## What the pressure of a fixed HgTe cell reveals about a functional

Mercury telluride is placed in one and the same cell, with a cubic lattice constant of 6.43 Å, and its pressure is computed with several density functionals and programs. Most of the questions below follow three kinds of row: LDA, PBEsol and PBE. The last one turns to r2SCAN and PBE0.

Kohn-Sham DFT of HgTe (F-43m) in one fixed two-atom cell with edges of 4.546 Å, without spin polarization or dispersion correction. Basis gives the plane-wave cutoff, and smearing its type and width. Pressure is positive in compression; the Ansatz value is without the Pulay correction.

| method | rung | program | potentials | basis | spin orbit | k mesh | smearing | pressure (GPa) |
| --- | --- | --- | --- | --- | --- | --- | --- | --- |
| LDA | LDA | ABINIT | JTH PAW LDA v2.0 | 544 eV | no | 9x9x9 2-atom cell | Fermi-Dirac 0.05eV | 0.350 |
| PBE | GGA | VASP | VASP PAW PBE potentials, gw, light | 450 eV | no | 4x4x4 2-atom cell | gaussian 0.02eV | 3.920 |
| PBE | GGA | Ansatz | Ansatz PAW | 420 eV | no | 7x7x7 2-atom cell | gaussian 0.026eV | 4.520 |
| PBE | GGA | VASP | VASP PAW PBE potentials, recommended | 520 eV | no | 7x7x7 2-atom cell | gaussian 0.027eV | 4.640 |
| PBEsol | GGA | ABINIT | JTH PAW PBE v2.0 | 544 eV | no | 9x9x9 2-atom cell | Fermi-Dirac 0.05eV | 2.020 |
| PBEsol | GGA | ABINIT | PseudoDojo NC SR PBEsol v0.4.1 standard | 925 eV | no | 5x5x5 2-atom cell | Fermi-Dirac 0.05eV | 1.680 |
| r2SCAN | meta-GGA | ABINIT | JTH PAW PBE v2.0 | 653 eV | no | 3x3x3 2-atom cell | Fermi-Dirac 0.05eV | 4.900 |
| PBE0 | hybrid | VASP | VASP PAW PBE potentials, recommended | 520 eV | yes | 3x3x3 2-atom cell | Fermi-Dirac 0.05eV | 3.830 |

### 1. What does a positive pressure mean when nobody squeezes the crystal?

The pressure is $P=-\mathrm{d}E/\mathrm{d}V$, where $E$ is the energy and $V$ the volume of the cell. A positive value means that the energy would fall if the cell grew. The functional then regards the given cell as compressed and would settle at a larger one. The pressure therefore shows whether a functional prefers a larger or a smaller lattice constant, although no cell was relaxed.

### 2. Which of LDA, PBEsol and PBE pushes outward most, and does the order survive a change of program?

PBE pushes most and LDA least. The cleanest comparison is LDA with the PBEsol row that also uses JTH potentials: program, mesh, smearing and cutoff agree, and the pressure rises from 0.35 to 2.02 GPa. Each of these two runs has the JTH set made for its family of functionals.

PBE and PBEsol have no such matched pair. Even so, the lowest PBE value lies 1.90 GPa above the highest PBEsol value, while the three PBE rows differ among themselves by only 0.72 GPa. The order thus stands clear of the scatter between these runs.

### 3. Why does a gradient correction add pressure?

LDA takes the exchange energy at each point from a uniform electron gas of the local density. PBE and PBEsol multiply it by a factor that begins as

$$F(s)\approx 1+\mu s^2 ,$$

where $s$ measures how steeply the density varies and $\mu$ sets the strength of the correction. Exchange energy is negative, so a larger $F$ lowers the total energy. Compared with LDA, their exchange therefore favours an uneven density. An opposing term in correlation is taken up in question 6.

When a crystal expands, the density between the atoms thins out while the atoms keep theirs, and the density becomes more uneven. The correction thus lowers the energy of the expanded crystal more than that of the compressed one, which is an outward push. PBEsol has a smaller $\mu$ than PBE and should push less. This argument fits the order found above, and the same order is usual in other solids.

### 4. How large a crystal does PBE want?

For small changes the pressure and the missing volume are linked by the bulk modulus $B$, the stiffness against compression: $\Delta V/V\approx P/B$. A volume grows three times as fast, in relative terms, as its edge $a$, so

$$\frac{\Delta a}{a}\approx\frac{P}{3B}.$$

Take the PBE row with the recommended VASP potentials, at 4.64 GPa, and a rough recalled $B$ of 42 GPa. The stretch is $4.64/(3\times 42)=0.037$, and the preferred lattice constant is $6.43\times1.037\approx6.67$ Å.

The estimate is good to a few hundredths of an ångström at best. An error of 20% in $B$ alone changes the stretch by about 0.7 percentage points. The crystal also softens as it expands, which the formula leaves out, and the stiffness that PBE itself would give in this cell may differ from the recalled value.

### 5. How much of the pressure is an error?

Some pressure belongs to the cell itself. The measured lattice constant is larger by roughly 0.03 Å, which by the same formula is worth about 0.6 GPa. Thermal motion, absent from a static lattice, supplies perhaps 0.2 GPa of that at room temperature. An exact static calculation should therefore give about 0.4 GPa here.

LDA, at 0.35 GPa, can't be told apart from this target. PBEsol lies more than 1 GPa above it and PBE more than 3 GPa. These rows also omit spin-orbit coupling, which is strong in both elements, so neither the agreement of LDA nor the excess of the others can be put down to the functional alone.

### 6. Can the PBEsol pressure be predicted from LDA and PBE?

If the outward push simply followed $\mu$, the shift from LDA to PBEsol would be 0.56 of the shift from LDA to PBE, because that is the ratio of the two coefficients. With the mean PBE pressure of 4.36 GPa this gives

$$0.35+0.56\,(4.36-0.35)\approx2.6\ \text{GPa}.$$

The PBEsol rows took no part in this prediction, and their mean is 1.85 GPa. The rule places PBEsol correctly between the other two but overstates its shift from LDA by half. Starting from the lowest PBE row still gives too high a value; the printed output after this text shows both versions.

Theory suggests where the rule falls short. Correlation has a gradient term of its own, which works against that of exchange. In PBE the two are set to cancel where the density varies only slightly, so the net push comes from regions of stronger variation. In PBEsol this opposing term is weakened less than the exchange term, to about 0.69 of its PBE strength. What remains of the outward push is then smaller than $\mu$ alone implies. Whether this accounts for the whole miss is untested.

### 7. Which digits can be trusted?

Between runs with different settings, not even the first decimal. The PBE range of 0.72 GPa, whose two ends both come from VASP, corresponds to about 0.6% of the lattice constant, since 1% is worth some 1.3 GPa. Potentials, number of valence electrons, mesh and cutoff change together among these rows, so the scatter can't be assigned to one of them. A change of functional should be judged with program, mesh, smearing and cutoff held fixed and with potentials of one family, as in the LDA and PBEsol pair.

### 8. Do r2SCAN and PBE0 continue the series?

Neither row can be used that way. The r2SCAN pressure exceeds the highest PBE value by only 0.26 GPa, well within the PBE scatter, and comes from a coarse mesh. Its total energy also lies almost 2000 eV above that of PBEsol with the same JTH set. A shift of that size may come from the atomic cores, which were prepared for PBE. A constant shift would leave the pressure untouched, but nothing here shows that this one is constant.

The PBE0 row describes a different electronic state. The other runs have no gap, with a partly filled level at the Fermi energy, as befits a semimetal. With spin-orbit coupling such a level would be fourfold and half filled, and smearing would shift the energy by about −2.6 meV; the PBE0 run shows −0.008 meV. On its coarse mesh it has therefore opened a gap, whereas real HgTe has none. PBE0 is known to make small gaps too wide, and the coarse mesh adds an error of its own to the exact exchange. As it is also the only row with spin-orbit coupling, its 3.83 GPa measures neither the effect of exact exchange nor that of the coupling.

The analysis program printed:

```
number of PBE rows: 3
mean pressure of the PBE rows, GPa: 4.36
mean pressure of the PBEsol rows, GPa: 1.85
range within PBE, GPa: 0.72
range within PBEsol, GPa: 0.34
matched step from LDA to PBEsol with JTH sets, GPa: 1.67
smallest step from any PBEsol row to any PBE row, GPa: 1.9
r2SCAN less highest PBE, GPa: 0.26
PBE0 less lowest PBE, GPa: -0.09
cubic lattice constant of the given cell, A: 6.429
pressure worth one percent of lattice constant, GPa: 1.26
pressure if the cell is 0.03 A smaller than measured, GPa: 0.5879
rough thermal pressure at 300 K for Grueneisen parameter 0.5, GPa: 0.187
rough first-order estimates:
     row  wanted stretch of lattice constant in percent  wanted lattice constant in A  pressure left after the 0.03 A offset in GPa
     LDA                                         0.2778                         6.447                                       -0.2379
     PBE                                          3.111                         6.629                                         3.332
     PBE                                          3.587                          6.66                                         3.932
     PBE                                          3.683                         6.666                                         4.052
  PBEsol                                          1.603                         6.532                                         1.432
  PBEsol                                          1.333                         6.515                                         1.092
  r2SCAN                                          3.889                         6.679                                         4.312
    PBE0                                           3.04                         6.625                                         3.242
exchange gradient coefficient, PBEsol over PBE: 0.5612
correlation gradient coefficient, PBEsol over PBE: 0.6866
computed shift from LDA, mean PBEsol over mean PBE: 0.3741
PBEsol pressure predicted from exchange coefficient alone, GPa: 2.6
the same prediction from the lowest PBE row, GPa: 2.353
prediction less mean PBEsol, GPa: 0.7503
smearing term of PBE0, meV: -0.008
smearing term expected for a half-filled fourfold level at Gamma, meV: -2.567
total energy of r2SCAN less PBEsol with the same JTH set, eV: 1994
```
